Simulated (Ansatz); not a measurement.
# Ta2H: distorted cells

Theory: Ansatz 0.2.0, DFT PBEsol, scalar-relativistic, plane waves, PAW.

Settings: cutoff 420 eV, Γ-centred mesh 12×12×12 on the computed 3-atom cell, Gaussian smearing of 0.10 eV; no spin polarisation.

Reference cell:

```yaml
crystal:
  lattice:
    - [3.37244, 0.00000, 0.00000]
    - [0.00000, 3.37244, 0.00000]
    - [0.00000, 0.00000, 3.41011]
  atoms:
    - { symbol: Ta, position: [0.50000, 0.00000, 0.74132] }
    - { symbol: Ta, position: [0.00000, 0.50000, 0.25868] }
    - { symbol: H, position: [0.00000, 0.00000, 0.00000] }
```

Each variant moves atoms of this cell by the vectors given, if any (Å), and then applies a symmetric strain (tensor components, Cartesian axes). The reference cell isn't relaxed at this level. Energies are per atom at zero smearing, counted from the lowest variant. Pressure is positive in compression.

1. strain (xx yy zz yz xz xy, %) 1.55 1.55 7.56 0.00 0.00 0.00; moves: Ta1 (0.000, 0.000, 0.184); Ta2 (0.000, 0.000, -0.184)
2. strain (xx yy zz yz xz xy, %) 0.14 -4.55 -0.23 -1.26 -0.14 2.57; moves: Ta1 (0.012, -0.001, -0.024); Ta2 (0.002, -0.024, 0.024); H3 (-0.014, 0.025, 0.000)
3. strain (xx yy zz yz xz xy, %) -2.28 -2.28 0.72 0.00 0.00 0.00; moves: Ta1 (0.000, 0.000, 0.037); Ta2 (0.000, 0.000, -0.037)
4. strain (xx yy zz yz xz xy, %) 6.01 6.01 0.01 0.00 0.00 0.00; moves: Ta1 (0.000, 0.000, 0.073); Ta2 (0.000, 0.000, -0.073)
5. strain (xx yy zz yz xz xy, %) 1.23 1.23 -1.77 0.00 0.00 0.00; moves: Ta1 (0.000, 0.000, 0.037); Ta2 (0.000, 0.000, -0.037)

```json
{"variant": "1", "ΔE (meV/atom)": "302.4", "P (GPa)": "-12.14", "largest force (eV/Å)": "2.36", "gap on mesh (eV)": "0", "space group": "P-4m2"}
{"variant": "2", "ΔE (meV/atom)": "22.5", "P (GPa)": "7.45", "largest force (eV/Å)": "0.87", "gap on mesh (eV)": "0", "space group": "P1"}
{"variant": "3", "ΔE (meV/atom)": "5.9", "P (GPa)": "5.30", "largest force (eV/Å)": "1.14", "gap on mesh (eV)": "0", "space group": "P-4m2"}
{"variant": "4", "ΔE (meV/atom)": "159.5", "P (GPa)": "-21.94", "largest force (eV/Å)": "0.65", "gap on mesh (eV)": "0", "space group": "P-4m2"}
{"variant": "5", "ΔE (meV/atom)": "?", "P (GPa)": "?", "largest force (eV/Å)": "?", "gap on mesh (eV)": "?", "space group": "?"}
```

Problem. Give the withheld rows.

Solution.
```json
{"variant": "5", "ΔE (meV/atom)": "0.0", "P (GPa)": "-5.40", "largest force (eV/Å)": "0.66", "gap on mesh (eV)": "0", "space group": "P-4m2"}
```

Spin-orbit coupling is left out, which matters for the bands of heavy elements.